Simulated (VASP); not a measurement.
# The (2 1 1) face of Li (space group 229): relaxation and electronic structure

Aim: model the (2 1 1) face of Li (space group 229) by a slab and find how far its highest filled level lies below the vacuum.

Program: VASP 6.6.1. Level of theory: PBE with D3(BJ); plane waves and PAW (Li). Results are calculated unless marked as measured.

### 1. Starting point

The cell holds 8 atoms: 8 Li. Cell: a = 5.820 Å, b = 7.847 Å, c = 26.029 Å, α = 90.0°, β = 90.0°, γ = 160.7°. It derives from Li (Lithium). Vacuum lies along c.

### 2. Relaxing the slab

The free atoms relax, while those held by selective dynamics keep their cut positions.

INCAR

```
SYSTEM = Li
PREC = Normal
ENCUT = 300
EDIFF = 1E-05
NELM = 120
ISMEAR = 0
SIGMA = 0.05
LREAL = .FALSE.
ALGO = Fast
GGA = PE
IVDW = 12
NBANDS = 12
LORBIT = 11
LWAVE = .FALSE.
LCHARG = .FALSE.
KPAR = 4
LASPH = .TRUE.
IBRION = 2
NSW = 40
ISIF = 2
EDIFFG = -0.03
POTIM = 0.4
MAXMIX = 40
IDIPOL = 3
LDIPOL = .TRUE.
DIPOL = 0.5 0.5 0.5
```

POSCAR

```
Li
1.0
    5.8195156884      0.0000000000      0.0000000000
   -7.4066563307      2.5917898158      0.0000000000
    0.0000000000      0.0000000000     26.0286600801
Li
8
Selective dynamics
Direct
    0.7500000000      0.7500000000      0.6926464910  T T T
    0.4166666670      0.9166666670      0.6376046370  T T T
    0.0833333330      0.0833333330      0.5825627820  T T T
    0.7500000000      0.2500000000      0.5275209270  F F F
    0.4166666670      0.4166666670      0.4724790730  F F F
    0.0833333330      0.5833333330      0.4174372180  T T T
    0.7500000000      0.7500000000      0.3623953630  T T T
    0.4166666670      0.9166666670      0.3073535090  T T T
```

KPOINTS

```
Automatic mesh
0
Gamma
12 12 1
0 0 0
```

PAW data sets: Li (PBE family, release 64).

Launch:

```
$ mpirun -np 4 vasp_std
```

The program printed:

```text
[banner, memory and clock lines left out]
running    4 mpi-ranks, on    1 nodes
 distrk:  each k-point on    1 cores,    4 groups
 distr:  one band on    1 cores,    1 groups

 POSCAR found type information on POSCAR Li
 POSCAR found :  1 types and       8 ions
 LDA part: xc-table for (Slater+PW92), standard interpolation
 POSCAR, INCAR and KPOINTS ok, starting setup
 FFT: planning ... GRIDC
 FFT: planning ... GRID_SOFT
 FFT: planning ... GRID
 WAVECAR not read
 entering main loop
       N       E                     dE             d eps       ncg     rms          rms(c)
DAV:   1    -0.529204714015E+01   -0.52920E+01   -0.15264E+03  1176   0.258E+02
DAV:   2    -0.150782183030E+02   -0.97862E+01   -0.92451E+01  1644   0.375E+01
DAV:   3    -0.156484308627E+02   -0.57021E+00   -0.56294E+00  1560   0.902E+00
DAV:   4    -0.156707263587E+02   -0.22295E-01   -0.22285E-01  1644   0.216E+00
DAV:   5    -0.156720920422E+02   -0.13657E-02   -0.13657E-02  1860   0.466E-01    0.183E+00
RMM:   6    -0.144817116998E+02    0.11904E+01   -0.40679E-01  1181   0.132E+00    0.122E+00
RMM:   7    -0.142732020740E+02    0.20851E+00   -0.97266E-02  1198   0.800E-01    0.579E-01
RMM:   8    -0.141653419048E+02    0.10786E+00   -0.16232E-01  1176   0.851E-01    0.351E-01
RMM:   9    -0.141841727624E+02   -0.18831E-01   -0.24670E-02  1178   0.478E-01    0.228E-01
RMM:  10    -0.141552617372E+02    0.28911E-01   -0.13663E-02  1179   0.346E-01    0.795E-02
RMM:  11    -0.141575671059E+02   -0.23054E-02   -0.71626E-03  1185   0.228E-01    0.804E-02
RMM:  12    -0.141581771536E+02   -0.61005E-03   -0.21596E-03  1180   0.157E-01    0.298E-02
RMM:  13    -0.141592543598E+02   -0.10772E-02   -0.74736E-04  1191   0.945E-02    0.133E-02
RMM:  14    -0.141595083760E+02   -0.25402E-03   -0.24508E-04  1194   0.557E-02    0.857E-03
RMM:  15    -0.141595753569E+02   -0.66981E-04   -0.67920E-05  1124   0.311E-02    0.354E-03
RMM:  16    -0.141596284727E+02   -0.53116E-04   -0.21351E-05  1000   0.184E-02    0.261E-03
RMM:  17    -0.141597195822E+02   -0.91109E-04   -0.16465E-05   937   0.123E-02    0.159E-03
RMM:  18    -0.141597340382E+02   -0.14456E-04   -0.35391E-06   807   0.726E-03    0.965E-04
RMM:  19    -0.141597654339E+02   -0.31396E-04   -0.53790E-06   804   0.589E-03    0.496E-04
RMM:  20    -0.141597659728E+02   -0.53892E-06   -0.57241E-07   615   0.340E-03
   1 F= -.15175592E+02 E0= -.15172939E+02  d E =-.151756E+02
 curvature:   0.00 expect dE= 0.000E+00 dE for cont linesearch  0.000E+00
 trial: gam= 0.00000 g(F)=  0.327E-02 g(S)=  0.000E+00 ort = 0.000E+00 (trialstep = 0.100E+01)
 search vector abs. value=  0.327E-02
 bond charge predicted
       N       E                     dE             d eps       ncg     rms          rms(c)
DAV:   1    -0.141624390208E+02   -0.26736E-02   -0.30237E-03  1476   0.210E-01    0.156E-02
RMM:   2    -0.141623993404E+02    0.39680E-04   -0.11394E-04  1176   0.455E-02    0.279E-03
RMM:   3    -0.141624004749E+02   -0.11344E-05   -0.24410E-05  1041   0.243E-02
   2 F= -.15178818E+02 E0= -.15176224E+02  d E =-.322591E-02
[... from here on, the cycles between the ionic steps are left out ...]
   3 F= -.15187944E+02 E0= -.15185498E+02  d E =-.123520E-01
   4 F= -.15203391E+02 E0= -.15201137E+02  d E =-.277987E-01
   5 F= -.15221033E+02 E0= -.15218757E+02  d E =-.454408E-01
   6 F= -.15222326E+02 E0= -.15220104E+02  d E =-.467334E-01
   7 F= -.15231543E+02 E0= -.15229322E+02  d E =-.921723E-02
   8 F= -.15253592E+02 E0= -.15251240E+02  d E =-.312663E-01
   9 F= -.15271431E+02 E0= -.15268520E+02  d E =-.491054E-01
  10 F= -.15274523E+02 E0= -.15271529E+02  d E =-.309167E-02
  11 F= -.15274557E+02 E0= -.15271558E+02  d E =-.312566E-02
 curvature:  -9.29 expect dE=-0.107E-02 dE for cont linesearch -0.883E-06
 trial: gam= 0.33875 g(F)=  0.115E-03 g(S)=  0.000E+00 ort = 0.554E-05 (trialstep = 0.175E+02)
 search vector abs. value=  0.156E-03
 bond charge predicted
       N       E                     dE             d eps       ncg     rms          rms(c)
DAV:   1    -0.141999578543E+02   -0.99614E-03   -0.38867E-02  1240   0.809E-01    0.314E-02
RMM:   2    -0.141999317982E+02    0.26056E-04   -0.74298E-04  1193   0.138E-01    0.123E-02
RMM:   3    -0.141999413263E+02   -0.95281E-05   -0.20380E-04  1244   0.741E-02    0.647E-03
RMM:   4    -0.141999478974E+02   -0.65712E-05   -0.42379E-05  1122   0.321E-02
  12 F= -.15276249E+02 E0= -.15273229E+02  d E =-.169187E-02
 trial-energy change:   -0.001692  1 .order   -0.001674   -0.002048   -0.001300
 step:  47.9489(harm= 47.9489)  dis= 0.05913  next Energy=   -15.277361 (dE=-0.280E-02)
 reached required accuracy - stopping structural energy minimisation
```

Run time: 1.9 min. Hardware: 4 MPI ranks of Intel Xeon 6975P-C (Granite Rapids), shared host; peak memory 1.6 GiB.

The logs omit lines about the potential files and the build; timing stands in the text.

OUTCAR, selected parts (step 2):

```text
ion  position               nearest neighbor table
   1  0.750  0.750  0.693-   3 3.04   2 3.04   2 3.04
   2  0.417  0.917  0.638-   1 3.04   1 3.04   3 3.04   3 3.04   4 3.04
   3  0.083  0.083  0.583-   1 3.04   5 3.04   4 3.04   4 3.04   2 3.04   2 3.04
   4  0.750  0.250  0.528-   6 3.04   5 3.04   5 3.04   3 3.04   3 3.04   2 3.04
   5  0.417  0.417  0.472-   4 3.04   4 3.04   3 3.04   6 3.04   6 3.04   7 3.04
   6  0.083  0.583  0.417-   4 3.04   8 3.04   7 3.04   7 3.04   5 3.04   5 3.04
   7  0.750  0.750  0.362-   8 3.04   8 3.04   6 3.04   6 3.04   5 3.04
   8  0.417  0.917  0.307-   7 3.04   7 3.04   6 3.04

  LATTYP: Found a simple orthorhombic cell.
 ALAT       =     3.0391429495
 B/A-ratio  =     1.6329931618
 C/A-ratio  =     8.5644737718

 Subroutine GETGRP returns: Found  4 space group operations
 (whereof  2 operations were pure point group operations)

The static configuration has the point symmetry C_1h.
 The point group associated with its full space group is C_2h.

 Found     49 irreducible k-points:

   k-points           NKPTS =     49   k-points in BZ     NKDIM =     49   number of bands    NBANDS=     12

   dimension x,y,z NGX =    28 NGY =   36 NGZ =  112
   dimension x,y,z NGXF=    56 NGYF=   72 NGZF=  224

   ENCUT  =  300.0 eV  22.05 Ry    4.70 a.u.   8.22 11.08 36.76*2*pi/ulx,y,z

   NELECT =       8.0000    total number of electrons

 k-points in reciprocal lattice and weights: Automatic mesh
   0.00000000  0.00000000  0.00000000       0.007
   0.08333333  0.00000000  0.00000000       0.028
   0.16666667  0.00000000  0.00000000       0.028
   0.25000000  0.00000000  0.00000000       0.014
   0.33333333  0.00000000  0.00000000       0.028
   0.41666667  0.00000000  0.00000000       0.028
   0.50000000  0.00000000  0.00000000       0.007
   0.00000000  0.08333333  0.00000000       0.028
   0.08333333  0.08333333  0.00000000       0.028
[...]
0.25000000  0.50000000  0.00000000       0.014
   0.50000000  0.50000000  0.00000000       0.007

 Edisp (eV)   -1.07560

 dipolmoment           0.000000      0.000000     -0.000000 electrons x Angstroem

 average (electrostatic) potential at core
       1 -33.1947       2 -32.6329       3 -32.4326       4 -32.4502       5 -32.4503
       6 -32.4325       7 -32.6329       8 -33.1947

 E-fermi :  -1.5156

 k-point     1 :       0.0000    0.0000    0.0000
  band No.  band energies     occupation
      1      -4.9244      2.00000
      2      -4.4200      2.00000
      3      -3.5239      2.00000
      4      -2.4209      2.00000
      5      -1.4164      0.00499
      6      -1.2693      0.00000
      7      -0.6550      0.00000
      8      -0.2293      0.00000
      9       0.5292      0.00000
    ...

 k-point     2 :       0.0833    0.0000    0.0000
  band No.  band energies     occupation
      1      -4.7135      2.00000
      2      -4.2092      2.00000
      3      -3.3115      2.00000
      4      -2.2056      2.00000
      5      -1.8055      2.00000
      6      -1.2600      0.00000
      7      -1.2012      0.00000
      8      -0.4190      0.00000
      9       0.1978      0.00000
     10       0.7176      0.00000
    ...

 k-point     3 :       0.1667    0.0000    0.0000
  band No.  band energies     occupation
    ...
      2      -3.5768      2.00000
      3      -2.6868      2.00000
      4      -2.5683      2.00000
      5      -2.0250      2.00000
      6      -1.5583      1.77232
      7      -1.1012      0.00000
      8      -0.6086      0.00000
      9       0.1744      0.00000
     10       0.4511      0.00000
     11       2.2174      0.00000
    ...

 Edisp (eV)   -1.07630

  Total      -1.52741    -1.23955    -0.17397    -0.28204    -0.22219     0.13606
  in kB      -6.23346    -5.05868    -0.70997    -1.15104    -0.90675     0.55527
  external pressure =       -4.00 kB  Pullay stress =        0.00 kB

  energy-cutoff  :      300.00
  volume of cell :      392.59
      direct lattice vectors                 reciprocal lattice vectors
     5.819515688  0.000000000  0.000000000     0.171835605  0.491061144  0.000000000
    -7.406656331  2.591789816  0.000000000     0.000000000  0.385833756  0.000000000
     0.000000000  0.000000000 26.028660080     0.000000000  0.000000000  0.038419189

 POSITION                                       TOTAL-FORCE (eV/Angst)
 -----------------------------------------------------------------------------------
     -1.23839      2.02229     17.59103         0.008653     -0.014130     -0.010717
     -4.25519      2.19708     16.38911         0.006099     -0.009959     -0.009305
     -0.17109      0.27939     14.99116        -0.003615      0.005904      0.009966
      2.51297      0.64795     13.73066         0.019704     -0.032177     -0.033050
     -0.66131      1.07991     12.29800        -0.019704      0.032177      0.033050
     -3.79676      1.44847     11.03750         0.003615     -0.005904     -0.009966
     -1.29980      2.12257      9.63955        -0.006099      0.009959      0.009305
     -4.31660      2.29736      8.43763        -0.008653      0.014130      0.010717
 -----------------------------------------------------------------------------------
    total drift:                                0.000052     -0.000003     -0.000004

  FREE ENERGIE OF THE ION-ELECTRON SYSTEM (eV)
  ---------------------------------------------------
  free  energy   TOTEN  =       -15.2762487236 eV

  energy  without entropy=      -15.2702099830  energy(sigma->0) =      -15.27322935

 reached required accuracy - stopping structural energy minimisation

 vacuum level on the upper side and lower side of the slab         1.497         1.497

 total charge
# of ion       s       p       d       tot
------------------------------------------
    1        0.121   0.066   0.000   0.187
    2        0.115   0.093   0.000   0.208
    3        0.114   0.106   0.000   0.221
    4        0.115   0.101   0.000   0.216
    5        0.115   0.101   0.000   0.216
    6        0.114   0.106   0.000   0.221
    7        0.115   0.093   0.000   0.208
    8        0.121   0.066   0.000   0.187
--------------------------------------------------
tot          0.930   0.732   0.000   1.662

[... 3 further parts left out ...]
```

CONTCAR:

```
Li
   1.00000000000000
     5.8195156884000001    0.0000000000000000    0.0000000000000000
    -7.4066563306999997    2.5917898157999999    0.0000000000000000
     0.0000000000000000    0.0000000000000000   26.0286600800999999
  Li
     8
Selective dynamics
Direct
     0.7802662293600335    0.7802662293600335    0.6758332752207369   T   T   T
     0.3477068151954493    0.8477068151954494    0.6296562167728171   T   T   T
     0.1077989923132642    0.1077989923132642    0.5759483526583281   T   T   T
     0.7500000000000000    0.2500000000000000    0.5275209269999976   F   F   F
     0.4166666670000012    0.4166666670000012    0.4724790730000024   F   F   F
     0.0588676736867334    0.5588676736867334    0.4240516473416719   T   T   T
     0.8189598518045518    0.8189598518045518    0.3703437832271827   T   T   T
     0.3864004376399676    0.8864004376399677    0.3241667247792633   T   T   T
```

Dispersion corrections of this kind ignore metallic screening and tend to overbind metals. The run keeps the 4 symmetry operations of its start, so it cannot find a distortion of lower symmetry.

The steps of the relaxation:

| step | energy less that of the first step (eV) | largest force (eV/Å) |
| --- | --- | --- |
| 1 | 0.0000 | 0.1742 |
| 2 | -0.0032 | 0.1705 |
| 3 | -0.0124 | 0.1580 |
| 4 | -0.0278 | 0.1296 |
| 5 | -0.0454 | 0.0901 |
| 6 | -0.0467 | 0.1338 |
| 7 | -0.0560 | 0.1258 |
| 8 | -0.0780 | 0.0986 |
| 9 | -0.0958 | 0.0444 |
| 10 | -0.0989 | 0.0312 |
| 11 | -0.0990 | 0.0312 |
| 12 | -0.1007 | 0.0197 |

The atoms that moved most (Å):

```
atom      dx      dy      dz  length
 Li1  -0.048   0.078  -0.438   0.447
 Li8   0.048  -0.078   0.438   0.447
 Li7  -0.109   0.179   0.207   0.294
 Li2   0.109  -0.179  -0.207   0.294
 Li6   0.039  -0.063   0.172   0.188
 Li3  -0.039   0.063  -0.172   0.188
```

The relaxed structure:

```
Li
1.0
     5.81952    0.00000    0.00000
    -7.40666    2.59179    0.00000
     0.00000    0.00000   26.02866
Li
8
Direct
  0.78027 0.78027 0.67583
  0.34771 0.84771 0.62966
  0.10780 0.10780 0.57595
  0.75000 0.25000 0.52752
  0.41667 0.41667 0.47248
  0.05887 0.55887 0.42405
  0.81896 0.81896 0.37034
  0.38640 0.88640 0.32417
```

Numbers from this step:

```yaml
electronic_cycles: 71
electrons: 8
free_energy_toten: -15.28 eV
energy_at_zero_smearing: -15.27 eV
fermi_energy: -1.516 eV
labelled_metallic_from_the_levels_on_this_mesh: yes
dipole_moment: 0, 0, 0 e·Å
```

The run ended after 12 ionic steps, 0.101 eV below its first step, once the forces on the free atoms met EDIFFG = -0.03.

Only the dipole across the slab is computed (IDIPOL = 3); zeros along the plane are no results.

(Part 1 of 2 ends here.)

[Lines on the potential files, build, host, timing and source positions are cut from VASP's logs without a mark.]

[Logs are printed without paths, hosts, clocks, repeated set-up lines and the standing remarks that a program may print on its own settings, such as how far it seeks lower states.]

[Hosts, paths, dates, database ids (printed as entryN), source tags and the programs' standing remarks are cut or masked in the printed files.]

[In band tables of VASP the shares of atoms and orbitals are scaled to a sum of 1 inside the atoms' spheres.]

[Runs that stopped without an error message from VASP are left out.]
